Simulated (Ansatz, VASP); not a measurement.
**One calculation of Be, two programs**

```
Be
1.0
     2.29950    0.00000    0.00000
    -1.14975    1.99143    0.00000
     0.00000    0.00000    3.60090
Be
2
Direct
  0.48398 0.96796 0.25000
  0.66667 0.33333 0.75000
```

Alike in both runs: task single point; functional PBE; k mesh 24 × 24 × 14; occupations gaussian, width 0.15 eV; no spin polarisation.

```csv
,VASP,Ansatz
version,VASP 6.6.1,Ansatz 0.2.0
potentials or method,"VASP PAW PBE potentials, release 64 (Be)","scalar-relativistic, plane waves, PAW"
plane-wave cutoff (eV),520,420
valence electrons in the cell,4,4
```

Ansatz gave:

| Property | Result |
| --- | --- |
| gap on the k mesh at the Fermi level (eV) | none |
| pressure (GPa) | 3.0 |
| largest component of the traceless stress (GPa) | 22.90 |
| rms of the force components (eV/Å) | 1.361 |

Q: Which values does VASP return?

A: gap on the k mesh at the Fermi level (eV): none; pressure (GPa): 3.1; largest component of the traceless stress (GPa): 22.97; rms of the force components (eV/Å): 1.361.

Atom by atom the forces differ by 0.001 eV/Å (rms over components). A gap of «none» marks a metal or a gap that the smearing closes.

Caveats: forces of over 1 eV/Å show positions far from the minimum, so gaps and moduli don't describe the material at rest.
